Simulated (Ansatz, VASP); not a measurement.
## Pd: VASP beside Ansatz

```xyz
2
Lattice="0.0000 2.9499 2.9499 2.9499 0.0000 2.9499 2.9499 2.9499 0.0000" Properties=species:S:1:pos:R:3 pbc="T T T"
Pd    0.7375    0.7375    0.7375
Pd    5.1624    5.1624    5.1624
```

Alike in both runs: task single point; functional RPBE; k mesh 10 × 10 × 10; occupations fermi-dirac, width 0.1 eV; no spin polarisation.

|  | VASP | Ansatz |
| --- | --- | --- |
| version | VASP 6.6.1 | Ansatz 0.2.0 |
| potentials or method | VASP PAW PBE potentials, release 64 (Pd) | plane waves (420 eV) with PAW, scalar-relativistic |
| plane-wave cutoff (eV) | 520 | 420 |
| valence electrons in the cell | 20 | 36 |

```csv
,VASP,Ansatz,Ansatz less VASP
pressure (GPa),-0.2,0.0,+0.24
```

With one functional, cell and mesh, what is left measures potentials, basis and numerics. The two sets of potentials don't hold the same shells in valence.

Caveats: the PAW data sets were made with another functional, which shifts forces and pressure a little (VASP).
